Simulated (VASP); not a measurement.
Wanted: the native input for a VASP 6.6.1 run.

- Task: relaxation of the atoms
- Functional: PBE
- Dispersion: D3(BJ)
- Potentials or basis: VASP PAW PBE potentials, release 64 (Bi_d)
- Cutoff: 600 eV
- k mesh: 14 × 14 × 14
- Occupations: methfessel-paxton, width 0.1 eV
- Spin: no spin polarisation
- Further INCAR settings: ALGO = Normal; EDIFF = 1e-07; IBRION = 2; EDIFFG = -0.01; NSW = 40

The structure of Bi lies in POSCAR:

```
Bi                                      
1.0
   -1.9715575926      1.9715575926      1.9715575926
    1.9715575926     -1.9715575926      1.9715575926
    1.9715575926      1.9715575926     -1.9715575926
  Bi            
     1
Direct
     0.0000000000000000    0.0000000000000000    0.0000000000000000
```

This isn't the form of Bi at room conditions, which is rhombohedral.

The cell isn't the ideal one: a relaxed cell with its volume scaled by 1.02.

One way to write it, as run:

INCAR

```
SYSTEM = Bi
ALGO = Normal
EDIFF = 1E-7
EDIFFG = -0.01
ENCUT = 600
GGA = PE
IBRION = 2
ISIF = 2
ISMEAR = 1
IVDW = 12
LASPH = .True.
LCHARG = .False.
LREAL = .False.
LWAVE = .False.
NELM = 80
NSW = 40
PREC = Accurate
SIGMA = 0.1
```

KPOINTS

```
k-points
0
Gamma
  14 14 14
  0 0 0
```

Potentials or basis: VASP PAW PBE potentials, release 64 (Bi_d).

Command:

```console
$ cat potpaw_PBE.64/Bi_d/POTCAR > POTCAR
$ mpirun -np 1 vasp_std > vasp.out
```

Results of the run:

```yaml
Pressure_after_relaxing: -1.1 GPa
Band_gap_on_the_k_mesh: none (metal or under the smearing width)
Dispersion_energy_per_atom: -0.514 eV
```

Caveat: the relaxation stopped at its first step, so nothing moved; spin-orbit coupling is left out, which moves the levels of the heavy elements; pairwise dispersion overbinds metals, which lowers pressure and volume.

Wall time 12 s on 1 thread of Intel(R) Xeon(R) 6975P-C (Granite Rapids) (shared host), peak memory 0.19 GiB.
